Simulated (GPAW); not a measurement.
Runs of GPAW 26.7.0 on C. The structure is cubic, space group Fd-3m (No. 227). The conventional cell has a = 3.567 Å, b = 3.567 Å, c = 3.567 Å, α = 90.00°, β = 90.00°, γ = 90.00°. C (site symmetry -43m) has 4 C at 1.54 Å as nearest neighbours. This isn't the form of C at room conditions, which is graphite.

| task | level | potentials or basis | cell | k mesh | cutoff (eV) | optimizer | fmax | max steps | target pressure | convergence | gap on the mesh (eV) | pressure (GPa) | V0 of scaled cells (Å³/atom) | B0 (GPa) |
| --- | --- | --- | --- | --- | --- | --- | --- | --- | --- | --- | --- | --- | --- | --- |
| equation of state | PBE | SG15 ONCV 1.2, pw | as given | 10 × 10 × 10 | 1100 | - | - | - | - | - | - | - | 5.68 | 431 |
| single point | PBEsol | PAW data sets generated in the run's folder for this functional, pw | atoms moved at random, drawn with an rms of 0.05 Å | 13 × 13 × 13 | 800 | - | - | - | - | - | 3.11 | -4.4 | - | - |
| equation of state | PBEsol+D3(BJ) | PAW data sets generated in the run's folder for this functional, pw | as given | 10 × 10 × 10 | 800 | - | - | - | - | - | - | - | 5.57 | (b) |
| relaxation of cell and atoms | PBEsol | PAW data sets generated in the run's folder for this functional, pw | relaxed to 20 GPa | 13 × 13 × 13 | 800 | BFGS | 0.02 eV/Å | 60 | 20 GPa | density=1e-05 forces=0.0001 | 4.13 | 20.0 | - | - |
| relaxation of cell and atoms | PBEsol | PAW data sets generated in the run's folder for this functional, pw | relaxed to 10 GPa | 13 × 13 × 13 | 800 | BFGS | 0.02 eV/Å | 60 | 10 GPa | density=1e-05 forces=0.0001 | 4.08 | 10.3 | - | - |
| band structure | BP86 | PAW data sets generated in the run's folder for this functional, pw | as given | 10 × 10 × 10 | 800 | - | - | - | - | - | 4.22 | 4.3 | - | - |
| relaxation of cell and atoms | PBEsol | PAW data sets generated in the run's folder for this functional, pw | relaxed to 2 GPa | 13 × 13 × 13 | 800 | BFGS | 0.02 eV/Å | 60 | 2 GPa | density=1e-05 forces=0.0001 | 4.05 | 2.1 | - | - |
| relaxation of cell and atoms | PBEsol | PAW data sets generated in the run's folder for this functional, pw | relaxed to 30 GPa | 13 × 13 × 13 | 800 | BFGS | 0.02 eV/Å | 60 | 30 GPa | density=1e-05 forces=0.0001 | 4.17 | 30.0 | - | - |
| single point | PBEsol | PAW data sets generated in the run's folder for this functional, pw | as given | 13 × 13 × 13 | 800 | - | - | - | - | - | 4.01 | -5.2 | - | - |
| relaxation of cell and atoms | PBEsol | PAW data sets generated in the run's folder for this functional, pw | relaxed | 13 × 13 × 13 | 800 | BFGS | 0.02 eV/Å | 60 | - | density=1e-05 forces=0.0001 | (a) | 0.0 | - | - |
| equation of state | PBEsol | PAW data sets generated in the run's folder for this functional, pw | as given | 13 × 13 × 13 | 800 | - | - | - | - | - | - | - | 5.62 | 450 |
| equation of state | BP86 | PAW data sets generated in the run's folder for this functional, pw | as given | 10 × 10 × 10 | 800 | - | - | - | - | - | - | - | 5.74 | (c) |

Alike in all rows: no spin polarisation; smearing fermi-dirac 0.05 eV.

**Question.** Estimate the missing entries.

**Answer.** (a) 4.04; (b) 457; (c) 424.

Caveats: an odd mesh through Γ misses points on the zone boundary, where band edges often lie (some runs); later steps reuse the first step's grids (some runs).
